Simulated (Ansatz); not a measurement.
Al:

```
Al
1.0
    -1.59122    1.59122    1.59122
     1.59122   -1.59122    1.59122
     1.59122    1.59122   -1.59122
Al
1
Direct
  0.00000 0.00000 0.00000
```

This isn't the form of Al at room conditions, which is fcc.

| Quantity | Value |
| --- | --- |
| Program | Ansatz 0.2.0 |
| Task | relaxation of cell and atoms |
| Functional | PBEsol |
| Potentials or basis | all-electron LAPW, scalar-relativistic |
| Basis error allowed | 0.001 eV/atom |
| k mesh | 12 × 12 × 12 |
| Occupations | fermi-dirac, width 0.05 eV |
| Spin | no spin polarisation |

At the start: volume 16.12 Å³/atom.

Q: How do energy, volume and symmetry change on relaxing?

A: Over 4 steps the energy falls by 3.3 meV/atom and the volume is 16.59 Å³/atom (+3.0 %); space group Im-3m (No. 229, to 0.05 Å).

Step by step:
```tsv
step	energy change (eV)	largest force (eV/Å)	volume (Å³)
1	0.0000	0.0000	16.12
2	-0.0033	0.0000	16.58
3	-0.0033	0.0000	16.59
4	-0.0033	0.0000	16.59
```

Final structure:
```xyz
1
Lattice="-1.6068 1.6068 1.6068 1.6068 -1.6068 1.6068 1.6068 1.6068 -1.6068" Properties=species:S:1:pos:R:3 pbc="T T T"
Al    0.0000    0.0000    0.0000
```
